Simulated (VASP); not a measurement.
# Line-ups at interfaces of AlN

Wanted: valence and conduction offsets of GaN, SiC and ZnO on AlN (10-10), and what a better gap does to them.

Program: VASP 6.6.1. Level of theory: LDA; plane waves and PAW (Al, N), in the first sound run; inputs show where later runs differ. Results are calculated unless marked as measured.

## 1. Set-up

It takes space group P6_3mc (No. 186, hexagonal). Conventional cell: a = 3.112 Å, b = 3.112 Å, c = 4.982 Å, α = 90.00°, β = 90.00°, γ = 120.00°. Nearest to Al lie 4 N at 1.89 to 1.90 Å. N has 4 Al at 1.89 to 1.90 Å nearest. Farther neighbours and most contacts between anions are not listed.

Coordinates:

```cif
data_structure
_symmetry_space_group_name_H-M 'P6_3mc'
_symmetry_Int_Tables_number 186
_cell_length_a 3.1120
_cell_length_b 3.1120
_cell_length_c 4.9820
_cell_angle_alpha 90.000
_cell_angle_beta 90.000
_cell_angle_gamma 120.000
_cell_volume 41.78
loop_
_atom_site_label
_atom_site_type_symbol
_atom_site_symmetry_multiplicity
_atom_site_Wyckoff_symbol
_atom_site_fract_x
_atom_site_fract_y
_atom_site_fract_z
_atom_site_occupancy
Al1 Al 2 b 0.33333 0.66667 0.00000 1
N1 N 2 b 0.33333 0.66667 0.38200 1
```

## 2. Relax the substrate crystal, LDA

The substrate sets the in-plane lattice.

This step took 2 runs in a row; the last is shown.

Level: LDA; plane waves and PAW (Al, N).

INCAR reads:

```
SYSTEM = AlN
PREC = Accurate
ENCUT = 520
EDIFF = 1E-07
NELM = 120
ISMEAR = 0
SIGMA = 0.02
LREAL = .FALSE.
ALGO = Normal
GGA = CA
NBANDS = 24
LASPH = .TRUE.
LORBIT = 11
LWAVE = .FALSE.
LCHARG = .FALSE.
KPAR = 24
IBRION = 2
NSW = 40
ISIF = 3
EDIFFG = -0.005
POTIM = 0.4
```

POSCAR reads:

```
AlN
1.0
    3.0916241273      0.0000000000      0.0000000000
    0.0000000000      4.9492496470      0.0000000000
    0.0000000000      0.0000000000      5.3548390482
Al N
4 4
Direct
    0.0000000000      0.0000708379      0.9999999620
    0.5000000000      0.0000708379      0.4999999620
    0.0000000000      0.5000708379      0.3333333710
    0.5000000000      0.5000708379      0.8333333710
    0.0000000000      0.3819291621      0.9999992509
    0.5000000000      0.3819291621      0.4999992509
    0.0000000000      0.8819291621      0.3333340821
    0.5000000000      0.8819291621      0.8333340821
```

KPOINTS reads:

```
Automatic mesh
0
Gamma
9 6 5
0 0 0
```

PAW data sets: Al and N (LDA family, release 64).

Run with:

```
$ mpirun -np 24 vasp_std
```

What it wrote:

```text
[banner, memory and clock lines left out]
running   24 mpi-ranks, on    1 nodes
[...]
|                                                                             |
|           W    W    AA    RRRRR   N    N  II  N    N   GGGG   !!!           |
|           W    W   A  A   R    R  NN   N  II  NN   N  G    G  !!!           |
|           W    W  A    A  R    R  N N  N  II  N N  N  G       !!!           |
|           W WW W  AAAAAA  RRRRR   N  N N  II  N  N N  G  GGG   !            |
|           WW  WW  A    A  R   R   N   NN  II  N   NN  G    G                |
|           W    W  A    A  R    R  N    N  II  N    N   GGGG   !!!           |
|                                                                             |
|     For optimal performance we recommend to set                             |
|       NCORE = 2 up to number-of-cores-per-socket                            |
|     NCORE specifies how many cores store one orbital (NPAR=cpu/NCORE).      |
|     This setting can greatly improve the performance of VASP for DFT.       |
[...]
|     Unfortunately you need to use the default for GW and RPA                |
|     calculations (for HF NCORE is supported but not extensively tested      |
|     yet).                                                                   |
|                                                                             |

 LDA part: xc-table for (Slater(with rela. corr.)+CA(PZ))
 , standard interpolation
 POSCAR, INCAR and KPOINTS ok, starting setup
[...]
entering main loop
       N       E                     dE             d eps       ncg     rms          rms(c)
DAV:   1     0.107451318746E+03    0.10745E+03   -0.14762E+04  2888   0.118E+03
DAV:   2    -0.671802372151E+02   -0.17463E+03   -0.16419E+03  3984   0.233E+02
DAV:   3    -0.758797410507E+02   -0.86995E+01   -0.86607E+01  3840   0.541E+01
DAV:   4    -0.759469236470E+02   -0.67183E-01   -0.67168E-01  3416   0.562E+00
[...]
DAV:  12    -0.656827501152E+02    0.14985E-06   -0.27738E-06  3624   0.986E-03    0.884E-03
DAV:  13    -0.656827496294E+02    0.48580E-06   -0.26773E-06  3512   0.894E-03    0.840E-04
DAV:  14    -0.656827496371E+02   -0.76348E-08   -0.52158E-08  2032   0.141E-03
   1 F= -.65682750E+02 E0= -.65682750E+02  d E =-.656827E+02
[...]
reached required accuracy - stopping structural energy minimisation
```

Wall time 5.8 s (24 MPI ranks of Intel Xeon 6975P-C (Granite Rapids), shared host); peak memory 5.6 GiB.

Lines that name or quote the potential files are left out of all logs, and their timing lines are given in words.

From OUTCAR (step 2):

```text
  Total       -0.0053703     -0.0061983     -0.0056952      0.0000000      0.0000000      0.0000000
  in kB       -0.1050118     -0.1212015     -0.1113653      0.0000000      0.0000000      0.0000000
  external PRESSURE =      -0.1125262 kB  Pullay stress =       0.0000000 kB

 POSITION                                       TOTAL-FORCE (eV/Angst)
 -----------------------------------------------------------------------------------
      0.00000      0.00035      5.35484         0.000000     -0.003841      0.000028
      1.54581      0.00035      2.67742         0.000000     -0.003841      0.000028
      0.00000      2.47498      1.78495         0.000000     -0.003841     -0.000028
      1.54581      2.47498      4.46237         0.000000     -0.003841     -0.000028
      0.00000      1.89026      5.35484         0.000000      0.003841     -0.000032
      1.54581      1.89026      2.67742        -0.000000      0.003841     -0.000032
      0.00000      4.36489      1.78495         0.000000      0.003841      0.000032
      1.54581      4.36489      4.46237        -0.000000      0.003841      0.000032
 -----------------------------------------------------------------------------------
    total drift:                                0.000000     -0.001205     -0.000003

  FREE ENERGIE OF THE ION-ELECTRON SYSTEM (eV)
  ---------------------------------------------------
  free  energy   TOTEN  =       -65.6827496371 eV

  energy  without entropy=      -65.6827496371  energy(sigma->0) =      -65.68274964

 reached required accuracy - stopping structural energy minimisation

[... 3 further parts left out ...]
[key lines of the parts left out:]
E-fermi :   6.1877
```

Numbers from this step:

- energy(sigma→0) of the program: -65.6827 eV
- stress, compression positive: xx, yy, zz -0.01, -0.01, -0.01 GPa
- volume: 81.936 Å³
- ionic steps: 1

## 3. Bulk band edges, LDA

A bulk run places the substrate's levels against the mean potential at its cores.

Level: LDA; plane waves and PAW (Al, N).

INCAR reads:

```
SYSTEM = AlN
PREC = Accurate
ENCUT = 520
EDIFF = 1E-06
NELM = 100
ISMEAR = 0
SIGMA = 0.02
LREAL = .FALSE.
ALGO = Normal
GGA = CA
NBANDS = 22
LASPH = .TRUE.
LWAVE = .FALSE.
LCHARG = .FALSE.
KPAR = 24
```

POSCAR is that of step 2.

KPOINTS is that of step 2.

KPOINTS_OPT reads:

```
Line mode
6
Line-mode
Reciprocal
  0.05000000   0.00000000   0.00000000
  0.49500000   0.00000000   0.00000000

  0.49500000   0.00000000   0.49500000
  0.49500000   0.49500000   0.49500000
```

Run with:

```
$ mpirun -np 24 vasp_std
```

What it wrote:

```text
[banner, memory and clock lines left out]
running   24 mpi-ranks, on    1 nodes
[...]
[... a notice as in an earlier step ...]

 LDA part: xc-table for (Slater(with rela. corr.)+CA(PZ))
 , standard interpolation
 POSCAR, INCAR and KPOINTS ok, starting setup
[...]
entering main loop
       N       E                     dE             d eps       ncg     rms          rms(c)
DAV:   1     0.115077089109E+03    0.11508E+03   -0.14909E+04  2656   0.129E+03
DAV:   2    -0.667397190664E+02   -0.18182E+03   -0.17261E+03  3686   0.247E+02
DAV:   3    -0.758661563860E+02   -0.91264E+01   -0.90860E+01  3348   0.595E+01
DAV:   4    -0.759465632512E+02   -0.80407E-01   -0.80361E-01  3228   0.645E+00
[...]
DAV:  10    -0.656828245914E+02   -0.22260E-03   -0.12888E-03  3198   0.193E-01    0.123E-01
DAV:  11    -0.656827495842E+02    0.75007E-04   -0.29067E-04  3264   0.999E-02    0.223E-02
DAV:  12    -0.656827500398E+02   -0.45555E-06   -0.28967E-06  2702   0.114E-02
   1 F= -.65682750E+02 E0= -.65682750E+02  d E =-.101064E-12
 Start KPOINTS_OPT (optional k-point list driver)
k-point batch [1-12\12]
       N       E                     dE             ncg
DAV:   1     0.526688683761E+04   -0.92877E+04      528
DAV:   2     0.346619833421E+04   -0.18007E+04      748
DAV:   3     0.337200801647E+04   -0.94190E+02      648
DAV:   4     0.337108316764E+04   -0.92485E+00      630
DAV:   5     0.337106821227E+04   -0.14955E-01      666
DAV:   6     0.337106779076E+04   -0.42151E-03      636
DAV:   7     0.337106777569E+04   -0.15069E-04      672
DAV:   8     0.337106777513E+04   -0.56543E-06      476
```

Wall time 5 s (24 MPI ranks); peak memory 6.8 GiB; 1.8 min of CPU time.

From OUTCAR (step 3):

```text
  LATTYP: Found a simple orthorhombic cell.
 ALAT       =     3.0916241273
 B/A-ratio  =     1.6008574921
 C/A-ratio  =     1.7320472437

 Subroutine GETGRP returns: Found  4 space group operations
 (whereof  2 operations were pure point group operations)

The static configuration has the point symmetry C_1h.
 The point group associated with its full space group is C_2v.

 Found     60 irreducible k-points:

   k-points           NKPTS =     60   k-points in BZ     NKDIM =     60   number of bands    NBANDS=     22

   dimension x,y,z NGX =    24 NGY =   40 NGZ =   40
   dimension x,y,z NGXF=    48 NGYF=   80 NGZF=   80

   ENCUT  =  520.0 eV  38.22 Ry    6.18 a.u.   5.75  9.20  9.96*2*pi/ulx,y,z

   NELECT =      32.0000    total number of electrons

 E-fermi :   6.1713

 k-point     1 :       0.0000    0.0000    0.0000
  band No.  band energies     occupation
    ...
     12       5.1984      2.00000
     13       5.3750      2.00000
     14       5.8585      2.00000
     15       5.8585      2.00000
     16       6.0822      2.00000
     17      10.4805      0.00000
     18      11.7999      0.00000
     19      11.8006      0.00000
     20      12.7898      0.00000
     21      14.3267      0.00000
    ...

 k-point     2 :       0.1111    0.0000    0.0000
  band No.  band energies     occupation
    ...
     12       4.9429      2.00000
     13       4.9505      2.00000
     14       5.4086      2.00000
     15       5.8167      2.00000
     16       6.0293      2.00000
     17      11.0016      0.00000
     18      11.6723      0.00000
     19      12.4839      0.00000
     20      13.2669      0.00000
     21      14.6411      0.00000
    ...

  Total       -0.0229574     -0.0234282     -0.0233824      0.0000000      0.0000000      0.0000000
  in kB       -0.4489119     -0.4581180     -0.4572222      0.0000000      0.0000000      0.0000000
  external PRESSURE =      -0.4547507 kB  Pullay stress =       0.0000000 kB

 POSITION                                       TOTAL-FORCE (eV/Angst)
 -----------------------------------------------------------------------------------
      0.00000      0.00035      5.35484         0.000000     -0.003824      0.000030
      1.54581      0.00035      2.67742        -0.000000     -0.003824      0.000030
      0.00000      2.47498      1.78495         0.000000     -0.003824     -0.000030
      1.54581      2.47498      4.46237        -0.000000     -0.003824     -0.000030
      0.00000      1.89026      5.35484        -0.000000      0.003824     -0.000026
      1.54581      1.89026      2.67742        -0.000000      0.003824     -0.000026
      0.00000      4.36489      1.78495        -0.000000      0.003824      0.000026
      1.54581      4.36489      4.46237        -0.000000      0.003824      0.000026
 -----------------------------------------------------------------------------------
    total drift:                                0.000000     -0.001358     -0.000003

  FREE ENERGIE OF THE ION-ELECTRON SYSTEM (eV)
  ---------------------------------------------------
  free  energy   TOTEN  =       -65.6827500398 eV

  energy  without entropy=      -65.6827500398  energy(sigma->0) =      -65.68275004

[... 1 part as in an earlier step ...]

[... 7 further parts left out ...]
```

This run gave:

```
energy(sigma→0) of the program : -65.6828 eV
stress, compression positive   : xx, yy, zz -0.04, -0.05, -0.05 GPa
```

The run ends at a pressure of -0.05 GPa, with forces up to 0.0038 eV/Å.

## 4. Bulk band edges, HSE06

At this level only the shift of the substrate's edges against the mean potential of the cell is used.

Level: HSE06; plane waves and PAW (Al, N).

INCAR reads:

```
SYSTEM = AlN
PREC = Accurate
ENCUT = 520
EDIFF = 1E-06
NELM = 100
ISMEAR = 0
SIGMA = 0.02
LREAL = .FALSE.
ALGO = Normal
LHFCALC = .TRUE.
AEXX = 0.25
GGA = PE
HFSCREEN = 0.2
LASPH = .TRUE.
NBANDS = 22
PRECFOCK = Fast
LWAVE = .FALSE.
LCHARG = .FALSE.
KPAR = 4
```

POSCAR is that of step 3.

KPOINTS reads:

```
Automatic mesh
0
Gamma
5 3 3
0 0 0
```

KPOINTS_OPT is that of step 3.

Run with:

```
$ mpirun -np 24 vasp_std
```

What it wrote:

```text
[banner, memory and clock lines left out]
running   24 mpi-ranks, on    1 nodes
[...]
[... a notice as in an earlier step ...]

|                                                                             |
|               ----> ADVICE to this user running VASP <----                  |
|                                                                             |
|     You enforced a specific xc type in the INCAR file but a different       |
|     [... a line on the potential file left out ...]
|     I HOPE YOU KNOW WHAT YOU ARE DOING!                                     |
|                                                                             |

 LDA part: xc-table for (Slater+PW92), standard interpolation
|                                                                             |
|           W    W    AA    RRRRR   N    N  II  N    N   GGGG   !!!           |
|           W    W   A  A   R    R  NN   N  II  NN   N  G    G  !!!           |
|           W    W  A    A  R    R  N N  N  II  N N  N  G       !!!           |
[...]
DAV:   1    -0.700188347262E+02   -0.70019E+02   -0.29872E+00   576   0.111E+01    0.133E+01
DAV:   2    -0.700658484079E+02   -0.47014E-01   -0.43931E-01   612   0.397E+00    0.138E+01
DAV:   3    -0.700576898825E+02    0.81585E-02   -0.18683E-02   864   0.820E-01    0.898E+00
DAV:   4    -0.700562391970E+02    0.14507E-02   -0.31330E-03   804   0.265E-01    0.544E+00
[...]
DAV:   9    -0.700551685691E+02    0.78001E-05   -0.28034E-06   708   0.117E-02    0.367E-01
DAV:  10    -0.700551661231E+02    0.24459E-05   -0.93325E-07   624   0.732E-03    0.214E-01
DAV:  11    -0.700551656169E+02    0.50623E-06   -0.40067E-07   612   0.515E-03
   1 F= -.70055166E+02 E0= -.70055166E+02  d E =-.171178E-25
 Start KPOINTS_OPT (optional k-point list driver)
k-point batch [1-12\12]
       N       E                     dE             ncg
DAV:   1     0.177879797695E+04   -0.95418E+04      576
DAV:   2    -0.234572901232E+02   -0.18023E+04      708
DAV:   3    -0.180812598441E+03   -0.15736E+03      792
DAV:   4    -0.183186677591E+03   -0.23741E+01      816
DAV:   5    -0.183205746790E+03   -0.19069E-01      744
DAV:   6    -0.183206006806E+03   -0.26002E-03      720
DAV:   7    -0.183206013487E+03   -0.66813E-05      720
DAV:   8    -0.183206013672E+03   -0.18473E-06      564
```

The job ended after 36 s (24 MPI ranks; peak memory 6.8 GiB; 14 min of CPU time).

From OUTCAR (step 4):

```text
 POSITION                                       TOTAL-FORCE (eV/Angst)
 -----------------------------------------------------------------------------------
      0.00000      0.00035      5.35484         0.000000     -0.006914     -0.001510
      1.54581      0.00035      2.67742         0.000000     -0.006914     -0.001510
      0.00000      2.47498      1.78495         0.000000     -0.006914      0.001510
      1.54581      2.47498      4.46237         0.000000     -0.006914      0.001510
      0.00000      1.89026      5.35484         0.000000      0.006914     -0.002216
      1.54581      1.89026      2.67742         0.000000      0.006914     -0.002216
      0.00000      4.36489      1.78495         0.000000      0.006914      0.002216
      1.54581      4.36489      4.46237         0.000000      0.006914      0.002216
 -----------------------------------------------------------------------------------
    total drift:                               -0.000003     -0.000923     -0.000048

  FREE ENERGIE OF THE ION-ELECTRON SYSTEM (eV)
  ---------------------------------------------------
  free  energy   TOTEN  =       -70.0551656169 eV

  energy  without entropy=      -70.0551656169  energy(sigma->0) =      -70.05516562

[... 1 part as in an earlier step ...]

[... 2 further parts left out ...]
[key lines of the parts left out:]
E-fermi :   5.5657
```

This run gave:

```
energy(sigma→0) of the program : -70.0552 eV
```

## 5. Relax the partner on the substrate's cell, LDA

One member in full, ZnO: held to the substrate's in-plane cell, its height is moved until the normal stress is near zero, five times at most.

This step took 4 runs, each at a new trial strain with the atoms of the one before; the last is shown.

Level: LDA; plane waves and PAW (Zn, O); cell typed or built by script.

System, named by how it was started: ZnO. Symmetry: Cmc2_1, No. 36, orthorhombic system. Conventional cell: a = 3.092 Å, b = 5.784 Å, c = 4.949 Å, α = 90.00°, β = 90.00°, γ = 90.00°. Nearest to Zn lie 4 O at 1.93 to 1.95 Å. Nearest to O lie 4 Zn at 1.93 to 1.95 Å. Farther neighbours and most contacts between anions are not listed.

INCAR reads:

```
SYSTEM = ZnO
PREC = Accurate
ENCUT = 520
EDIFF = 1E-07
NELM = 120
ISMEAR = 0
SIGMA = 0.02
LREAL = .FALSE.
ALGO = Normal
GGA = CA
NBANDS = 44
LASPH = .TRUE.
LORBIT = 11
LWAVE = .FALSE.
LCHARG = .FALSE.
KPAR = 8
IBRION = 1
NSW = 25
ISIF = 2
EDIFFG = -0.004
POTIM = 0.3
```

POSCAR reads:

```
ZnO
1.0
    3.0916241270      0.0000000000      0.0000000000
    0.0000000000      4.9492496470      0.0000000000
    0.0000000000      0.0000000000      5.7838133820
Zn O
4 4
Direct
    0.0000000000      0.9944643633      0.0050201843
    0.5000000000      0.9944643633      0.5050201843
    0.0000000000      0.4944643633      0.3283131487
    0.5000000000      0.4944643633      0.8283131487
    0.0000000000      0.3875356367      0.0077976908
    0.5000000000      0.3875356367      0.5077976908
    0.0000000000      0.8875356367      0.3255356422
    0.5000000000      0.8875356367      0.8255356422
```

KPOINTS reads:

```
Automatic mesh
0
Gamma
9 6 5
0 0 0
```

PAW data sets: Zn and O (LDA family, release 64).

Run with:

```
$ mpirun -np 8 vasp_std
```

What it wrote:

```text
[banner, memory and clock lines left out]
running    8 mpi-ranks, on    1 nodes
[...]
[... a notice as in an earlier step ...]

 LDA part: xc-table for (Slater(with rela. corr.)+CA(PZ))
 , standard interpolation
 POSCAR, INCAR and KPOINTS ok, starting setup
[...]
entering main loop
       N       E                     dE             d eps       ncg     rms          rms(c)
DAV:   1     0.766337921586E+03    0.76634E+03   -0.35492E+04  5304   0.246E+03
DAV:   2     0.707500674362E+02   -0.69559E+03   -0.66500E+03  5400   0.558E+02
DAV:   3    -0.425028312425E+02   -0.11325E+03   -0.11110E+03  5592   0.209E+02
DAV:   4    -0.483052052900E+02   -0.58024E+01   -0.57613E+01  6224   0.489E+01
[...]
DAV:  16    -0.421613615320E+02    0.10346E-06   -0.80127E-08  3512   0.617E-03    0.383E-03
DAV:  17    -0.421613613265E+02    0.20555E-06   -0.12455E-06  6232   0.738E-03    0.284E-04
DAV:  18    -0.421613613351E+02   -0.86511E-08   -0.94580E-08  2800   0.281E-03
   1 F= -.42161361E+02 E0= -.42161361E+02  d E =-.421614E+02
 BRION: g(F)=  0.307E-05 g(S)=  0.000E+00
 reached required accuracy - stopping structural energy minimisation
```

The job ended after 18 s (8 MPI ranks; peak memory 2.3 GiB; 2.3 min of CPU time).

Parts of OUTCAR (step 5):

```text
  Total        3.3883060      4.1645853      0.0021682      0.0000000      0.0000000      0.0000000
  in kB       61.3412867     75.3949087      0.0392521      0.0000000      0.0000000      0.0000000
  external PRESSURE =      45.5918158 kB  Pullay stress =       0.0000000 kB

 POSITION                                       TOTAL-FORCE (eV/Angst)
 -----------------------------------------------------------------------------------
      0.00000      4.92185      0.02904         0.000000     -0.002935     -0.002484
      1.54581      4.92185      2.92094         0.000000     -0.002935     -0.002484
      0.00000      2.44723      1.89890         0.000000     -0.002935      0.002484
      1.54581      2.44723      4.79081        -0.000000     -0.002935      0.002484
      0.00000      1.91801      0.04510         0.000000      0.002935     -0.001757
      1.54581      1.91801      2.93701        -0.000000      0.002935     -0.001757
      0.00000      4.39264      1.88284         0.000000      0.002935      0.001757
      1.54581      4.39264      4.77474        -0.000000      0.002935      0.001757
 -----------------------------------------------------------------------------------
    total drift:                                0.000000      0.002429     -0.000000

  FREE ENERGIE OF THE ION-ELECTRON SYSTEM (eV)
  ---------------------------------------------------
  free  energy   TOTEN  =       -42.1613613351 eV

  energy  without entropy=      -42.1613613351  energy(sigma->0) =      -42.16136134

[... 1 part as in an earlier step ...]

[... 3 further parts left out ...]
[key lines of the parts left out:]
E-fermi :   1.7255
```

Read from the output:

| Item | Value |
| --- | --- |
| energy(sigma→0) of the program | -42.1614 eV |
| stress, compression positive | xx, yy, zz 6.13, 7.54, 0.00 GPa |
| ionic steps | 1 |

(Part 1 of 3 ends here.)

[Lines on the potential files, build, host, timing and source positions are cut from VASP's logs without a mark.]

[Logs are printed without paths, hosts, clocks, repeated set-up lines and the standing remarks that a program may print on its own settings, such as how far it seeks lower states.]

[Hosts, paths, dates, database ids (printed as entryN), source tags and the programs' standing remarks are cut or masked in the printed files.]

[In band tables of VASP the shares of atoms and orbitals are scaled to a sum of 1 inside the atoms' spheres.]
